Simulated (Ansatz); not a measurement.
Input and command of a plane-wave DFT calculation in Ansatz:

```yaml
crystal:
  lattice:
    - [0.0, 1.9149654119, 1.9149654119]
    - [1.9149654119, 0.0, 1.9149654119]
    - [1.9149654119, 1.9149654119, 0.0]
  atoms:
    - { symbol: Rh, position: [0.0, 0.0, 0.0] }
basis:
  ecutwfc: 420
kpoints:
  mp_grid: { grid: [20, 20, 20] }
hamiltonian:
  xc: pbe
scf:
  occupations: { method: fermi_dirac, width: 0.15 }
output:
  forces: true
  stress: true
  eigenvalues: true
relax:
  adjacent_minimum: "off"
  f_tol: 0.001
  max_steps: 60
  cell: { stress_tol: 0.01 }
```

```bash
ansatz run input.yaml --threads 1 --pin off --max-ram 3072MiB --backend cpu --events-out ev --progress --plain --runs-dir out
```

Processor: Intel(R) Xeon(R) 6975P-C (Granite Rapids), 1 thread, on a host shared with other jobs.

Q: Estimate time, memory and problem size.

A: About 5.8 s on 1 thread of Intel(R) Xeon(R) 6975P-C (Granite Rapids), with other jobs on the host, peak memory 0.36 GiB. It solves 13 bands at 256 k points (the mesh reduced by the symmetry that the task leaves, which can be less than the crystal's) with about 283 plane waves (on the last cell), in 20 SCF iterations over 4 ionic steps.
